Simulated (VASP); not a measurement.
# AlN (Cmc2_1) in VASP: notebook

Aim: see how the results for AlN move with the level of theory and the settings. Levels: PBE, HSE06. Tasks: single point.

All numbers are computed with VASP 6.6.1; they aren't measurements. Logs are shortened: lines on timing, memory, paths and dates and some standing lists are left out, and cuts for length are marked.

### Step 1. The crystal as given

The structure is orthorhombic, space group Cmc2_1 (No. 36). The conventional cell has a = 3.250 Å, b = 5.253 Å, c = 5.210 Å, α = 90.00°, β = 90.00°, γ = 90.00°. Around Al (site symmetry m) lie 4 N at 1.91 to 1.96 Å. N (site symmetry m) has 4 Al at 1.91 to 1.96 Å as nearest neighbours.

The cell was built by a generator and needn't be a form met in nature.

### Step 2. Single point, PBE

Contents of INCAR:

```
PREC = Accurate
ENCUT = 520
EDIFF = 1E-6
ISMEAR = 0
SIGMA = 0.01
LREAL = False
LASPH = True
NELM = 100
ALGO = Normal
ISIF = 2
LWAVE = False
LCHARG = True
GGA = PE
LELF = True
LVHAR = True
NBANDS = 26
```

Contents of KPOINTS:

```
regular mesh
0
Gamma
  4 3 3
```

Contents of POSCAR:

```
AlN
1.0
    3.2500000000      0.0000000000      0.0000000000
    0.0000000000      5.2100000000      0.0000000000
    0.0000000000      0.0000000000      5.2525200000
Al N
4 4
Direct
    0.0000000000      0.0017250000      0.0017410000
    0.5000000000      0.5017250000      0.1649260000
    0.5000000000      0.0017250000      0.5017410000
    0.0000000000      0.5017250000      0.6649260000
    0.0000000000      0.3782750000      0.0067320000
    0.5000000000      0.8782750000      0.1599350000
    0.5000000000      0.3782750000      0.5067320000
    0.0000000000      0.8782750000      0.6599350000
```

Potentials or basis: VASP PAW PBE potentials, release 64 (Al, N).

Started as:

```bash
cat potpaw_PBE.64/Al/POTCAR potpaw_PBE.64/N/POTCAR > POTCAR
mpirun -np 1 vasp_std > vasp.out
```

OUTCAR:

```text
PREC = Accurate
   ENCUT = 520
   EDIFF = 1E-6
   ISMEAR = 0
   LREAL = False
   LASPH = True
   NELM = 100
   ISIF = 2
   GGA = PE

 ion  position               nearest neighbor table
   1  0.000  0.002  0.002-   8 1.91   6 1.94   6 1.94   5 1.96   3 3.09   3 3.09   3 3.09   3 3.09
                             4 3.15   4 3.15   2 3.19   2 3.19   2 3.19   2 3.19
   2  0.500  0.502  0.165-   7 1.91   5 1.94   5 1.94   6 1.96   4 3.09   4 3.09   4 3.09   4 3.09
                             3 3.15   3 3.15   1 3.19   1 3.19   1 3.19   1 3.19
   3  0.500  0.002  0.502-   6 1.91   8 1.94   8 1.94   7 1.96   1 3.09   1 3.09   1 3.09   1 3.09
                             2 3.15   2 3.15   4 3.19   4 3.19   4 3.19   4 3.19
   4  0.000  0.502  0.665-   5 1.91   7 1.94   7 1.94   8 1.96   2 3.09   2 3.09   2 3.09   2 3.09
                             1 3.15   1 3.15   3 3.19   3 3.19   3 3.19   3 3.19
   5  0.000  0.378  0.007-   4 1.91   2 1.94   2 1.94   1 1.96
   6  0.500  0.878  0.160-   3 1.91   1 1.94   1 1.94   2 1.96
   7  0.500  0.378  0.507-   2 1.91   4 1.94   4 1.94   3 1.96
   8  0.000  0.878  0.660-   1 1.91   3 1.94   3 1.94   4 1.96

  LATTYP: Found a simple orthorhombic cell.
 ALAT       =     3.2500000000
 B/A-ratio  =     1.6030769231
 C/A-ratio  =     1.6161600000

  Lattice vectors:

 A1 = (   3.2500000000,   0.0000000000,   0.0000000000)
 A2 = (   0.0000000000,   5.2100000000,   0.0000000000)
 A3 = (   0.0000000000,   0.0000000000,   5.2525200000)

Analysis of symmetry for initial positions (statically):
=====================================================================
 Subroutine PRICEL returns following result:

  LATTYP: Found a base centered orthorhombic cell.
 ALAT       =     3.2500000000
 B/A-ratio  =     1.6161600000
 C/A-ratio  =     1.6030769231

  Lattice vectors:

 A1 = (   1.6250000000,   0.0000000000,   2.6262600000)
 A2 = (   1.6250000000,   0.0000000000,  -2.6262600000)
 A3 = (   0.0000000000,   5.2100000000,   0.0000000000)

   2 primitive cells build up your supercell.

 Routine SETGRP: Setting up the symmetry group for a
 simple orthorhombic supercell.

 Subroutine GETGRP returns: Found  4 space group operations
 (whereof  2 operations were pure point group operations)
 out of a pool of  8 trial point group operations.

The static configuration has the point symmetry C_1h.
 The point group associated with its full space group is C_2v.

Analysis of symmetry for dynamics (positions and initial velocities):
=====================================================================
 Subroutine PRICEL returns following result:

  LATTYP: Found a base centered orthorhombic cell.
 ALAT       =     3.2500000000
 B/A-ratio  =     1.6161600000
 C/A-ratio  =     1.6030769231

  Lattice vectors:

 A1 = (   1.6250000000,   0.0000000000,   2.6262600000)
 A2 = (   1.6250000000,   0.0000000000,  -2.6262600000)
 A3 = (   0.0000000000,   5.2100000000,   0.0000000000)

   2 primitive cells build up your supercell.

 Routine SETGRP: Setting up the symmetry group for a
 simple orthorhombic supercell.

 Subroutine GETGRP returns: Found  4 space group operations
 (whereof  2 operations were pure point group operations)
 out of a pool of  8 trial point group operations.

The dynamic configuration has the point symmetry C_1h.
 The point group associated with its full space group is C_2v.

 Subroutine INISYM returns: Found  4 space group operations
 (whereof  2 operations are pure point group operations),
 and found     2 'primitive' translations

----------------------------------------------------------------------------------------

                                     Primitive cell

  volume of cell :      44.4691

  direct lattice vectors                    reciprocal lattice vectors
     1.625000000  0.000000000  2.626260000     0.307692308  0.000000000  0.190384806
     1.625000000  0.000000000 -2.626260000     0.307692308  0.000000000 -0.190384806
     0.000000000  5.210000000  0.000000000     0.000000000  0.191938580  0.000000000

  length of vectors
     3.088343664  3.088343664  5.210000000     0.361829975  0.361829975  0.191938580

  position of ions in fractional coordinates (direct lattice)
     0.001741000  0.998259000  0.001725000
     0.664926000  0.335074000  0.501725000
     0.006732000  0.993268000  0.378275000
     0.659935000  0.340065000  0.878275000

  ion indices of the primitive-cell ions
   primitive index   ion index
                 1           1
                 2           4
                 3           5
                 4           8

----------------------------------------------------------------------------------------

 KPOINTS: regular mesh

Automatic generation of k-mesh.
 Grid dimensions read from file:
 generate k-points for:    4    3    3

 Generating k-lattice:

  Cartesian coordinates                     Fractional coordinates (reciprocal lattice)
     0.076923077  0.000000000  0.000000000     0.250000000  0.000000000  0.000000000
     0.000000000  0.063979527  0.000000000     0.000000000  0.333333333  0.000000000
     0.000000000  0.000000000  0.063461602     0.000000000  0.000000000  0.333333333

  Length of vectors
     0.076923077  0.063979527  0.063461602

  Shift w.r.t. Gamma in fractional coordinates (k-lattice)
     0.000000000  0.000000000  0.000000000

 Subroutine IBZKPT returns following result:
 ===========================================

 Found     12 irreducible k-points:

 Following reciprocal coordinates:
            Coordinates               Weight
  0.000000  0.000000  0.000000      1.000000
  0.250000  0.000000  0.000000      2.000000
  0.500000  0.000000  0.000000      1.000000
  0.000000  0.333333  0.000000      2.000000
  0.250000  0.333333  0.000000      4.000000
  0.500000  0.333333  0.000000      2.000000
  0.000000  0.000000  0.333333      2.000000
  0.250000  0.000000  0.333333      4.000000
  0.500000  0.000000  0.333333      2.000000
  0.000000  0.333333  0.333333      4.000000
  0.250000  0.333333  0.333333      8.000000
  0.500000  0.333333  0.333333      4.000000
   k-points           NKPTS =     12   k-points in BZ     NKDIM =     12   number of bands    NBANDS=     26
   number of dos      NEDOS =    301   number of ions     NIONS =      8
   total plane-waves  NPLWV =  38400
   dimension x,y,z NGX =    24 NGY =   40 NGZ =   40
   dimension x,y,z NGXF=    48 NGYF=   80 NGZF=   80
   ions per type =               4   4
   NGX,Y,Z   is equivalent  to a cutoff of  12.28, 12.76, 12.66 a.u.
   NGXF,Y,Z  is equivalent  to a cutoff of  24.55, 25.53, 25.32 a.u.
 SYSTEM =  unknown system
   PREC   = accura    normal or accurate (medium, high low for compatibility)
   ISTART =      0    job   : 0-new  1-cont  2-samecut
   ICHARG =      2    charge: 1-file 2-atom 10-const
   ISPIN  =      1    spin polarized calculation?
   LNONCOLLINEAR =      F non collinear calculations
   LSORBIT =      F    spin-orbit coupling
   LASPH  =      T    aspherical Exc in radial PAW
   ENCUT  =  520.0 eV  38.22 Ry    6.18 a.u.   6.04  9.69  9.77*2*pi/ulx,y,z
   NELM   =    100;   NELMIN=  2; NELMDL= -5     # of ELM steps
   EDIFF  = 0.1E-05   stopping-criterion for ELM
   LREAL  =      F    real-space projection
   EDIFFG = 0.1E-04   stopping-criterion for IOM
   NSW    =      0    number of steps for IOM
   IBRION =     -1    ionic relax: 0-MD 1-quasi-New 2-CG
   NFREE  =      0    steps in history (QN), initial steepest desc. (CG)
   ISIF   =      2    stress and relaxation
   ISYM   =      2    0-nonsym 1-usesym 2-fastsym
   POTIM  = 0.5000    time-step for ionic-motion
   TEBEG  =    0.0;   TEEND  =   0.0 temperature during run
   PSTRESS=    0.0 pullay stress
   NELECT =      32.0000    total number of electrons
   NUPDOWN=      -1.0000    fix difference up-down
   EMIN   =  10.00;   EMAX   =-10.00  energy-range for DOS
   EFERMI =   0.00;   METHOD = LEGACY
   ISMEAR =     0;   SIGMA  =   0.01  broadening in eV -4-tet -1-fermi 0-gaus
   EFERMI_NEDOS =   21; number of points for ismear=-14 and -15
   IALGO  =     38    algorithm
   IMIX   =      4    mixing-type and parameters
     AMIX     =   0.40;   BMIX     =  1.00
     AMIX_MAG =   1.60;   BMIX_MAG =  1.00
  volume/ion in A,a.u.               =      11.12        75.02
  Fermi-wavevector in a.u.,A,eV,Ry     =   1.164381  2.200362 18.446559  1.355784
  Thomas-Fermi vector in A             =   2.300920
   LORBIT       =      0    0 simple, 1 ext, 2 COOP (PROOUT), +10 PAW based schemes
   GGA     = PE    functional components
   LHFCALC =     F    Hartree Fock is set to
   AEXX    =    0.0000 exact exchange contribution
   IVDW    =     0    specifies the selected vdW correction
   LEPSILON=     F    determine dielectric tensor
   LRPA    =     F    only Hartree local field effects (RPA)
 non-spin polarized calculation
 Gauss-broadening in eV      SIGMA  =   0.01
  energy-cutoff  :      520.00
  volume of cell :       88.94
 maximum number of plane-waves:      2410
   NGX = 13   NGY = 19   NGZ = 19

 number of electron      32.0000003 magnetization

 Free energy of the ion-electron system (eV)
  ---------------------------------------------------
  ext. energy  EPLUGINS =         0.00000000
  ---------------------------------------------------
  free energy    TOTEN  =       -59.23444448 eV

  energy without entropy =      -59.23444448  energy(sigma->0) =      -59.23444448

 E-fermi :   5.7580     XC(G=0): -10.6457

 val. band max:        5.6679982050   @ k =   0.0000   0.0000   0.0000
 cond. band min:       9.1353357450   @ k =   0.0000   0.0000   0.0000
 fundamental gap:      3.4673375401
 Fermi energy:         5.7580168974

 k-point     1 :       0.0000    0.0000    0.0000
  band No.  band energies     occupation
      1      -9.2404      2.00000
      2      -7.4157      2.00000
      3      -7.2519      2.00000
      4      -6.6826      2.00000
      5      -0.2703      2.00000
      6       0.4691      2.00000
[... 18 lines left out ...]
     25      15.9649      0.00000
     26      17.0457      0.00000

 k-point     2 :       0.2500    0.0000    0.0000
  band No.  band energies     occupation
      1      -8.7316      2.00000
      2      -7.1391      2.00000
      3      -7.0114      2.00000
      4      -6.7873      2.00000
      5       0.3667      2.00000
      6       0.9750      2.00000
[... 18 lines left out ...]
     25      15.4732      0.00000
     26      16.5910      0.00000

 k-point     3 :       0.5000    0.0000    0.0000
  band No.  band energies     occupation
      1      -7.5632      2.00000
      2      -7.5632      2.00000
      3      -6.7818      2.00000
      4      -6.7818      2.00000
      5       1.2619      2.00000
      6       1.2619      2.00000
[... 18 lines left out ...]
     25      15.8095      0.00000
     26      15.8095      0.00000

 k-point     4 :       0.0000    0.3333    0.0000
  band No.  band energies     occupation
      1      -8.8799      2.00000
      2      -7.9968      2.00000
      3      -7.1002      2.00000
      4      -6.8125      2.00000
      5       0.3017      2.00000
      6       0.8374      2.00000
[... 18 lines left out ...]
     25      16.0682      0.00000
     26      16.2402      0.00000
[... 148 lines left out ...]
      1      -8.5415      2.00000
      2      -7.7209      2.00000
      3      -7.7024      2.00000
      4      -7.1073      2.00000
      5       1.0317      2.00000
      6       1.1713      2.00000
[... 18 lines left out ...]
     25      16.6069      0.00000
     26      16.7615      0.00000

 k-point    11 :       0.2500    0.3333    0.3333
  band No.  band energies     occupation
      1      -8.1135      2.00000
      2      -7.4236      2.00000
      3      -7.4109      2.00000
      4      -6.9732      2.00000
      5       0.8424      2.00000
      6       1.0567      2.00000
[... 18 lines left out ...]
     25      15.8966      0.00000
     26      16.0179      0.00000

 k-point    12 :       0.5000    0.3333    0.3333
  band No.  band energies     occupation
      1      -7.3155      2.00000
      2      -7.3155      2.00000
      3      -6.9882      2.00000
      4      -6.9882      2.00000
      5       0.1609      2.00000
      6       0.1609      2.00000
[... 18 lines left out ...]
     25      15.5619      0.00000
     26      15.5619      0.00000

------------------------ aborting loop because EDIFF is reached ----------------------------------------

  FORCE on cell =-STRESS in cart. coord.  units (eV):
  Direction    XX          YY          ZZ          XY          YZ          ZX
  --------------------------------------------------------------------------------------
  -------------------------------------------------------------------------------------
  Total       -6.8470156     -7.8821195      1.6457249      0.0000000      0.0000000      0.0000000
  in kB     -123.3454401   -141.9923019     29.6468813      0.0000000      0.0000000      0.0000000
  external PRESSURE =     -78.5636203 kB  Pullay stress =       0.0000000 kB

 VOLUME and BASIS-vectors are now :
 -----------------------------------------------------------------------------
  energy-cutoff  :      520.00
  volume of cell :       88.94
      direct lattice vectors                 reciprocal lattice vectors
     3.250000000  0.000000000  0.000000000     0.307692308  0.000000000  0.000000000
     0.000000000  5.210000000  0.000000000     0.000000000  0.191938580  0.000000000
     0.000000000  0.000000000  5.252520000     0.000000000  0.000000000  0.190384806

 POSITION                                       TOTAL-FORCE (eV/Angst)
 -----------------------------------------------------------------------------------
      0.00000      0.00899      0.00914        -0.000000     -0.001704      0.004080
      1.62500      2.61399      0.86628         0.000000     -0.001704     -0.004080
      1.62500      0.00899      2.63540         0.000000     -0.001704      0.004080
      0.00000      2.61399      3.49254        -0.000000     -0.001704     -0.004080
      0.00000      1.97081      0.03536        -0.000000      0.001704      0.009424
      1.62500      4.57581      0.84006         0.000000      0.001704     -0.009424
      1.62500      1.97081      2.66162         0.000000      0.001704      0.009424
      0.00000      4.57581      3.46632        -0.000000      0.001704     -0.009424
 -----------------------------------------------------------------------------------
    total drift:                                0.000000     -0.000161      0.000006

  FREE ENERGIE OF THE ION-ELECTRON SYSTEM (eV)
  ---------------------------------------------------
  free  energy   TOTEN  =       -59.2344444760 eV

  energy  without entropy=      -59.2344444760  energy(sigma->0) =      -59.23444448
```

It took 25 s on 1 thread of Intel Xeon Platinum 8259CL at 2.50GHz (Skylake/Cascade Lake), shared host; peak memory 0.18 GiB.

What came out:

| Item | Value |
| --- | --- |
| Free energy | -59.2344 eV |
| Pressure | -7.9 GPa |
| Largest force | 0.010 eV/Å |
| Band gap on the k mesh | 3.47 eV |

Forces on the atoms (eV/Å):
```
Al   0.000 -0.002  0.004
Al   0.000 -0.002 -0.004
Al   0.000 -0.002  0.004
Al   0.000 -0.002 -0.004
N    0.000  0.002  0.009
N    0.000  0.002 -0.009
N    0.000  0.002  0.009
N    0.000  0.002 -0.009
```

Caveat: the k mesh is coarse (spacing up to 0.48 Å⁻¹), so the values aren't converged.

### Step 3. Single point, HSE06

POSCAR is that of step 2.

Contents of INCAR.step1:

```
ALGO = Normal
EDIFF = 1E-5
ENCUT = 520
GGA = PE
ISIF = 2
ISMEAR = 0
LASPH = True
LCHARG = False
LREAL = False
LWAVE = True
NBANDS = 26
NELM = 100
PREC = Accurate
SIGMA = 0.01
```

Contents of INCAR.step2:

```
ALGO = Normal
EDIFF = 1E-6
ENCUT = 520
GGA = PE
HFSCREEN = 0.2079
ISIF = 2
ISMEAR = 0
ISTART = 1
LASPH = True
LCHARG = False
LHFCALC = True
LREAL = False
LWAVE = False
NBANDS = 26
NELM = 100
PREC = Accurate
PRECFOCK = Fast
SIGMA = 0.01
```

Contents of KPOINTS:

```
k-points
0
Gamma
  4 3 3
```

Potentials or basis: VASP PAW PBE potentials, release 64 (Al, N).

Started as:

```bash
cat potpaw_PBE.64/Al/POTCAR potpaw_PBE.64/N/POTCAR > POTCAR
cp INCAR.step1 INCAR
mpirun -np 1 vasp_std > vasp.out
cp INCAR.step2 INCAR
mpirun -np 1 vasp_std > vasp.out
```

Wall time 15 min (1 thread of Intel Xeon Platinum 8259CL at 2.50GHz (Skylake/Cascade Lake), shared host); peak memory 0.3 GiB.

It converged, with:

```
Free energy            : -69.2950 eV
Pressure               : -13.0 GPa
Largest force          : 0.037 eV/Å
Band gap on the k mesh : 4.78 eV
```

Forces in eV/Å, atoms in the order of the input:
```
Al   0.000 -0.025 -0.026
Al   0.000 -0.025  0.026
Al   0.000 -0.025 -0.026
Al   0.000 -0.025  0.026
N    0.000  0.025 -0.027
N    0.000  0.025  0.027
N    0.000  0.025 -0.027
N    0.000  0.025  0.027
```

Stress tensor (GPa, compression positive):
```
-17.81   0.00   0.00
  0.00 -19.60   0.00
  0.00   0.00  -1.56
```

Levels at points of the mesh, in eV from the valence-band top:
```tsv
k point	band 12	band 13	band 14	band 15	band 16	band 17	band 18	band 19	band 20	band 21
(0.00, 0.00, 0.00)	-1.08	-0.55	-0.39	-0.26	0.00	4.78	6.36	6.41	7.65	8.60
(0.50, 0.00, 0.00)	-3.04	-1.94	-1.94	-1.60	-1.60	6.80	6.80	9.13	9.13	10.17
```

Caveat: the k mesh is coarse (spacing up to 0.48 Å⁻¹), so the values aren't converged, least of all with exact exchange; the PAW data sets were made with another functional, which shifts forces and pressure a little.
